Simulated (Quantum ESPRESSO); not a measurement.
Crystal: WC (Qusongite).

```xyz
2
Lattice="2.9065 0.0000 0.0000 -1.4532 2.5171 0.0000 0.0000 0.0000 2.8366" Properties=species:S:1:pos:R:3 pbc="T T T"
W     0.0000    0.0000    0.0000
C     1.4533    0.8390    1.4183
```

| Item | Value |
| --- | --- |
| Program | Quantum ESPRESSO 7.5 |
| Task | phonons |
| Functional | PBE |
| Potentials or basis | GBRV 1.5 PBE |
| Cutoff | 762 eV |
| Density cutoff | 6095 eV |
| k mesh | 7 × 7 × 6 |
| Occupations | cold, width 0.2 eV |
| Spin | no spin polarisation |
| Target pressure | 2 GPa |
| Mixing beta | 0.5 |
| Most SCF iterations | 120 |
| SCF threshold | 4e-10 Ry |

The cell and the atoms were relaxed first at 2 GPa, to 10.50 Å³/atom (a = 2.921 Å, b = 2.921 Å, c = 2.843 Å, α = 90.00°, β = 90.00°, γ = 120.00°), and the response was taken there.

```yaml
crystal:
  lattice:
    - [2.92084, 0.00000, 0.00000]
    - [-1.46042, 2.52952, 0.00000]
    - [0.00000, 0.00000, 2.84314]
  atoms:
    - { symbol: W, position: [0.00000, 0.00000, 0.00000] }
    - { symbol: C, position: [0.66667, 0.33333, 0.50000] }
```

**Question.** Where do the zone-centre optical modes lie?

**Answer.** A''2 at 578 cm⁻¹ (IR); E' at 618 cm⁻¹ (IR and Raman).

Optical modes at Γ, degenerate ones joined:
```csv
cm⁻¹,components,symmetry,active in
578,1,A''2,IR
618,2,E',IR and Raman
```

Caveat: the k mesh is coarse (spacing up to 0.37 Å⁻¹), so the values aren't converged; the mesh is thin for the phonons of a metal.
